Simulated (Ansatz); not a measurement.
ZnSe: relaxed-ion elastic tensor

Method: Ansatz 0.2.0, DFT PBE, scalar-relativistic, plane waves, PAW. Settings: 420 eV plane-wave cutoff, Γ-centred 8×8×8 mesh, fixed occupations. No spin polarisation.

Relaxed structure:
```
CELL_PARAMETERS angstrom
0.00000 2.86630 2.86630
2.86630 0.00000 2.86630
2.86630 2.86630 0.00000
ATOMIC_POSITIONS crystal
Zn 0.00000 0.00000 0.00000
Se 0.25000 0.25000 0.25000
```

It was relaxed at this level from a cell as deposited in COD.

Q: Give the relaxed-ion elastic constants (GPa, Voigt order xx yy zz yz xz xy, on the Cartesian axes of the cell above).

A:
```
79.8 45.1 45.1  0.0  0.0  0.0
45.1 79.8 45.1  0.0  0.0  0.0
45.1 45.1 79.8  0.0  0.0  0.0
 0.0  0.0  0.0 37.1  0.0  0.0
 0.0  0.0  0.0  0.0 37.1  0.0
 0.0  0.0  0.0  0.0  0.0 37.1
```

Q: Is the crystal stable against homogeneous strain?

A: Yes: the least eigenvalue of the tensor is 34.7 GPa.

Q: And the moduli of a polycrystal (Hill averages)?

A: B = 57 GPa, G = 27 GPa, E = 71 GPa, ν = 0.29.
